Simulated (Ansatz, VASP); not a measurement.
CoSi in VASP and in Ansatz

INCAR

```
SYSTEM = CoSi
PREC = Accurate ; ENCUT = 520
EDIFF = 1E-7 ; ISMEAR = -1
SIGMA = 0.05 ; LREAL = .FALSE.
LASPH = .TRUE. ; NELM = 150
ALGO = Normal ; ISIF = 2
LWAVE = .FALSE. ; LCHARG = .TRUE.
ISPIN = 2 ; MAGMOM = 2 0
LORBIT = 11 ; LMAXMIX = 4
LELF = .TRUE. ; LVHAR = .TRUE.
NBANDS = 18
```

The input KPOINTS:

```
Automatic mesh
0
G
  10 10 10
  0 0 0
```

POSCAR

```
CoSi
1.0
    2.7813340000      0.0000000000      0.0000000000
    0.0000000000      2.7813340000      0.0000000000
    0.0000000000      0.0000000000      2.7813340000
Co Si
1 1
Direct
    0.0000000000      0.0000000000      0.0000000000
    0.5000000000      0.5000000000      0.5000000000
```

File input.yaml:

```yaml
crystal:
  lattice:
    - [2.781334, 0.0, 0.0]
    - [0.0, 2.781334, 0.0]
    - [0.0, 0.0, 2.781334]
  atoms:
    - { symbol: Co, position: [0.0, 0.0, 0.0], spin: 2.0 }
    - { symbol: Si, position: [0.5, 0.5, 0.5] }
kpoints:
  mp_grid: { grid: [10, 10, 10] }
scf:
  occupations: { method: fermi_dirac, width: 0.05 }
hamiltonian:
  xc: lda
  pseudopotentials: { kind: all_electron, lapw: { basis_error: 0.001 } }
magnetization:
  spin_polarized: true
output:
  forces: true
  stress: true
  eigenvalues: true
```

Alike in both runs: task single point; functional LDA; k mesh 10 × 10 × 10; occupations fermi-dirac, width 0.05 eV; collinear spin.

```csv
,VASP,Ansatz
version,VASP 6.6.1,Ansatz 0.2.0
potentials or method,"VASP PAW LDA potentials, release 64 (Co, Si)","all-electron LAPW, scalar-relativistic"
plane-wave cutoff (eV),520,see its input
```

|  | VASP | Ansatz | Ansatz less VASP |
| --- | --- | --- | --- |
| gap on the k mesh at the Fermi level (eV) | none | none | - |
| pressure (GPa) | -12.3 | -12.4 | -0.09 |
| net moment per atom (μB) | 0.16 | 0.21 | +0.051 |
| size of the moment on the site where the two differ most (μB) | 0.31 | 0.42 | +0.107 |

Site moments also hang on the region over which each program counts them. A gap of «none» marks a metal or a gap that the smearing closes. Ansatz ran all-electron here, so the differences hold the error of VASP's frozen core and of both bases.
